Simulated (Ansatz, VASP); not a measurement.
## Two plane-wave programs on Ti

```
Ti
1.0
     4.45371    0.00000    0.00000
    -2.22685    3.85702    0.00000
     0.00000    0.00000    2.76979
Ti
3
Cartesian
  -2.2269 3.8570 0.0000
  0.0000 2.5713 1.3849
  2.2269 1.2857 1.3849
```

Alike in both runs: functional LDA; k mesh 8 × 8 × 11; occupations fermi-dirac, width 0.1 eV; no spin polarisation.

Ansatz relaxed the structure, and its values are those at the end. VASP's run is a single point on that final structure, the one shown.

|  | VASP | Ansatz |
| --- | --- | --- |
| version | VASP 6.6.1 | Ansatz 0.2.0 |
| potentials or method | VASP PAW LDA potentials, release 64 (Ti_sv) | plane waves (420 eV) with PAW, scalar-relativistic |
| plane-wave cutoff (eV) | 520 | 420 |
| valence electrons in the cell | 36 | 36 |

|  | VASP | Ansatz | Ansatz less VASP |
| --- | --- | --- | --- |
| pressure (GPa) | -0.1 | 0.0 | +0.10 |

Ansatz warned: «pseudo_functional_mismatch».
